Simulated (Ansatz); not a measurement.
Squeezing Lu (bcc type)

```xyz
1
Lattice="-1.9503 1.9503 1.9503 1.9503 -1.9503 1.9503 1.9503 1.9503 -1.9503" Properties=species:S:1:pos:R:3 pbc="T T T"
Lu    0.0000    0.0000    0.0000
```

The cell comes from a relaxation on PAW files under the same functional, begun from a prototype that needn't be the stable phase.

Its volume is scaled at fixed shape and fractional positions.

Computed with Ansatz 0.2.0; functional PBE, scalar-relativistic. Settings: a Γ-centred 14×14×14 k mesh, Fermi–Dirac smearing of 0.1 eV, no spin polarisation. Methods: LAPW: all electrons, basis error target 1 meV/atom; PAW: frozen-core files, cutoff 420 eV; crystal datasets: all electrons, by PAW datasets that the program makes for each cell; norm-conserving: pseudopotentials, cutoff 1361 eV; PAW (partial waves polarizable): frozen-core files, cutoff 420 eV.

Energies are extrapolated to zero smearing and count from the unscaled cell; pressure is positive in compression; gaps take the mesh and a band path. No temperature or zero-point motion is included.

Spin–orbit coupling is left out, which matters for the heavy atoms. The structure type is held throughout; the real material can change phase at far lower pressure.

```json
{"V/V0": "1.00", "V (Å³/atom)": "29.67", "P LAPW (GPa)": "0.03", "ΔE LAPW (eV/atom)": "0.000", "P PAW − LAPW (GPa)": "0.00", "ΔE PAW − LAPW (meV/atom)": "0.0"}
{"V/V0": "0.95", "V (Å³/atom)": "28.19", "P LAPW (GPa)": "2.41", "ΔE LAPW (eV/atom)": "0.010", "P PAW − LAPW (GPa)": "0.00", "ΔE PAW − LAPW (meV/atom)": "0.0"}
{"V/V0": "0.85", "V (Å³/atom)": "25.22", "P LAPW (GPa)": "8.98", "ΔE LAPW (eV/atom)": "0.108", "P PAW − LAPW (GPa)": "-0.01", "ΔE PAW − LAPW (meV/atom)": "-0.1"}
{"V/V0": "0.75", "V (Å³/atom)": "22.25", "P LAPW (GPa)": "19.28", "ΔE LAPW (eV/atom)": "0.359", "P PAW − LAPW (GPa)": "-0.02", "ΔE PAW − LAPW (meV/atom)": "-0.2"}
{"V/V0": "0.65", "V (Å³/atom)": "19.29", "P LAPW (GPa)": "?", "ΔE LAPW (eV/atom)": "?", "P PAW − LAPW (GPa)": "?", "ΔE PAW − LAPW (meV/atom)": "?"}
{"V/V0": "0.55", "V (Å³/atom)": "16.32", "P LAPW (GPa)": "66.4", "ΔE LAPW (eV/atom)": "1.781", "P PAW − LAPW (GPa)": "-0.04", "ΔE PAW − LAPW (meV/atom)": "-1.0"}
{"V/V0": "0.45", "V (Å³/atom)": "13.35", "P LAPW (GPa)": "127.7", "ΔE LAPW (eV/atom)": "3.497", "P PAW − LAPW (GPa)": "-0.17", "ΔE PAW − LAPW (meV/atom)": "-2.6"}
{"V/V0": "0.40", "V (Å³/atom)": "11.87", "P LAPW (GPa)": "184.3", "ΔE LAPW (eV/atom)": "4.920", "P PAW − LAPW (GPa)": "-0.27", "ΔE PAW − LAPW (meV/atom)": "-4.5"}
```

(1) Fit the Vinet equation to the LAPW pressures shown (residuals weighted by 1/(|P| + 0.03·Pmax)), and predict the pressure of the withheld row.

(2) From the table, what is the rise of the enthalpy H = E + pV up to the last row, and how stiff is the crystal between the last two rows?

(3) At the smallest volume, how far do crystal datasets and norm-conserving and PAW (partial waves polarizable) lie from LAPW in pressure?

(4) How do the Löwdin populations by LAPW change from the unscaled cell to the last row?

Answers

(1) The fit gives V0 = 29.76 Å³/atom, B0 = 38.3 GPa and B0′ = 3.93. At 19.29 Å³/atom, x = (V/V0)^(1/3) = 0.8654, and P = 3·B0·(1 − x)/x²·exp[1.5·(B0′ − 1)·(1 − x)] = 37.3 GPa. The run itself gave 36.4 GPa (+2.6 % off) and ΔE = 0.859 eV/atom.

(2) ΔH = 4.920 eV + (184.3 GPa × 11.87 Å³ − 0.03 GPa × 29.67 Å³) × 0.006242 eV/(GPa·Å³) = 18.57 eV/atom, of which pV makes 74 %. The mean bulk modulus there is −ΔP/Δln V = 481 GPa.

(3) crystal datasets: 0.00 GPa; norm-conserving: -1.96 GPa; PAW (partial waves polarizable): -0.27 GPa, on a LAPW pressure of 184.3 GPa.

(4) Lu 5s 1.95 → 1.83, Lu 6s 0.82 → 0.39, Lu 5p 5.98 → 5.74, Lu 5d 2.19 → 3.16, Lu 4f 13.99 → 13.89 electrons an atom. These are projections on the shells that the free atoms fill; 0.07 e a cell lies outside them at the start and 0.01 e at the end.
